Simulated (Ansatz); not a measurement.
## Al2Pt in Ansatz: convergence with k mesh

Input of the first run (k mesh 3 × 3 × 3); the others differ in this setting and in those tied to it:

Contents of input.yaml:

```yaml
crystal:
  lattice:
    - [0.0, 2.955, 2.955]
    - [2.955, 0.0, 2.955]
    - [2.955, 2.955, 0.0]
  atoms:
    - { symbol: Pt, position: [0.011728, -0.01505, -0.00564] }
    - { symbol: Al, position: [0.754024, 0.753359, 0.743573] }
    - { symbol: Al, position: [0.251032, 0.248813, 0.25647] }
hamiltonian:
  xc: pbe
  pseudopotentials: { kind: paw }
kpoints:
  mp_grid: { grid: [3, 3, 3] }
scf:
  occupations: { method: gaussian, width: 0.1 }
output:
  forces: true
  stress: true
  eigenvalues: true
```

Potentials or basis: Ansatz PAW.

Launch:

```bash
$ ansatz run input.yaml --threads 2 --pin off --max-ram 5632MiB --backend cpu --events-out ev --progress --plain --runs-dir out
```

The cell isn't the ideal one: atoms moved at random, drawn with an rms of 0.05 Å.

Hardware: 2 threads of Arm Neoverse V2 (shared host).

Q: The values tried are 3 × 3 × 3, 4 × 4 × 4, 5 × 5 × 5, 6 × 6 × 6, 7 × 7 × 7, 9 × 9 × 9, 11 × 11 × 11, 13 × 13 × 13, loosest first. From which on does the pressure stay within 0.1 GPa of the tightest run that finished?

A: From 6 × 6 × 6 on.

| k mesh | energy less the tightest run, at zero smearing (meV/atom) | pressure (GPa) | largest force (eV/Å) | SCF cycles | CPU time (s) | peak memory (GiB) |
| --- | --- | --- | --- | --- | --- | --- |
| 3 × 3 × 3 | -27.58 | 2.23 | 0.573 | 6 | 1.1 | 0.28 |
| 4 × 4 × 4 | 10.51 | 3.15 | 0.576 | 6 | 2 | 0.31 |
| 5 × 5 × 5 | 24.02 | 3.01 | 0.552 | 6 | 3.4 | 0.34 |
| 6 × 6 × 6 | -3.91 | 2.67 | 0.586 | 6 | 5.5 | 0.38 |
| 7 × 7 × 7 | 4.25 | 2.79 | 0.581 | 6 | 8.6 | 0.42 |
| 9 × 9 × 9 | -2.16 | 2.67 | 0.588 | 6 | 18 | 0.56 |
| 11 × 11 × 11 | 2.03 | 2.78 | 0.579 | 6 | 33 | 0.79 |
| 13 × 13 × 13 | 0.00 | 2.72 | 0.581 | 6 | 53 | 1.1 |

Against the tightest run, the largest force stays within 0.005 eV/Å from 11 × 11 × 11 on. Not settled before the last step: the energy (to 1 meV/atom). Meshes of other sizes hit other points, so gaps and Fermi surfaces needn't settle smoothly. The tightest run that finished is the yardstick and may itself not be fully converged.

Spin-orbit coupling is left out, which matters for the levels of Pt.
